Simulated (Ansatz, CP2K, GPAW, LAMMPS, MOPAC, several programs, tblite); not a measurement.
# NaI from cheap methods to r2SCAN

How much accuracy does each second buy? NaI is computed with 12 methods, from the cheapest up to r2SCAN.

Program: LAMMPS, MOPAC, tblite, CP2K, GPAW, Ansatz (versions at each run). Level of theory: no spin polarisation, static lattice; gaps from single points on the cell relaxed beforehand with r²SCAN. These are calculated values, not measurements.

### 1 The system as given

Symmetry: P6_3/mmc, No. 194, hexagonal system. The conventional cell has a = 4.505 Å, b = 4.505 Å, c = 7.676 Å, α = 90.00°, β = 90.00°, γ = 120.00°. Na (site symmetry -3m) is surrounded by 6 I at 3.23 Å. Around I (site symmetry -6m2) lie 6 Na at 3.23 Å.

Coordinates:

```cif
data_structure
_symmetry_space_group_name_H-M 'P6_3/mmc'
_symmetry_Int_Tables_number 194
_cell_length_a 4.5046
_cell_length_b 4.5046
_cell_length_c 7.6757
_cell_angle_alpha 90.000
_cell_angle_beta 90.000
_cell_angle_gamma 120.000
_cell_volume 134.89
loop_
_atom_site_label
_atom_site_type_symbol
_atom_site_symmetry_multiplicity
_atom_site_Wyckoff_symbol
_atom_site_fract_x
_atom_site_fract_y
_atom_site_fract_z
_atom_site_occupancy
Na1 Na 2 a 0.00000 0.00000 0.00000 1
I1 I 2 c 0.33333 0.66667 0.25000 1
```

The structure type (NiAs) is imposed and need not be the compound's stable one.

**Question.** The methods are ffield.eim, PM6, PM7, GFN1-xTB (tblite), GFN2-xTB (tblite), PBE/DZVP, PBE/single-zeta, PBE/SZV, coarse PBE, GLLB-SC, PBE, r2SCAN. What gap does r2SCAN give on this cell, and which other methods (full PBE left aside) come nearest to r2SCAN and farthest in gap, volume and bulk modulus?

| quantity | value |
| --- | --- |
| r2SCAN | gap 4.35 eV, 33.72 Å³/atom, B₀ 17 GPa |
| gap: nearest and farthest of the other methods | coarse PBE (-0.82 eV), PM7 (+8.94 eV) |
| volume: nearest and farthest of the other methods | GFN1-xTB (tblite) (+1.2 %), PBE/SZV (+7.5 %) |
| bulk modulus: nearest and farthest of the other methods | GFN1-xTB (tblite), PBE/DZVP (about 29 % off); ffield.eim (+222 %) |

What this shows: For the gap, of the 9 methods compared (full PBE left aside), coarse PBE comes nearest to r2SCAN and PM7 is farthest. Among the 5 methods compared for the volume (full PBE left aside), GFN1-xTB (tblite) is nearest to r2SCAN and PBE/SZV farthest. For the bulk modulus (full PBE left aside), GFN1-xTB (tblite), PBE/DZVP tie for nearest to r2SCAN; ffield.eim is farthest. A minimal basis or a coarse cutoff and mesh shifts results by its own error, so closeness to r2SCAN can be chance. Cluster runs see only the k-points that fold onto the zone centre, so their gaps can miss the band edges. GLLB-SC is compared with its derivative discontinuity added. No volume is given for PM6, GFN2-xTB (tblite), PBE/single-zeta, coarse PBE, which can hide a larger miss. CPU times run from 0.13 s (ffield.eim) to 84 s (GLLB-SC). On this cell PBE/DZVP, PBE/single-zeta, GLLB-SC cost more than r2SCAN itself (15 s), so they are no saving here. r2SCAN is a yardstick, not the truth: it usually gives gaps below the measured ones. Spin-orbit coupling is left out throughout.
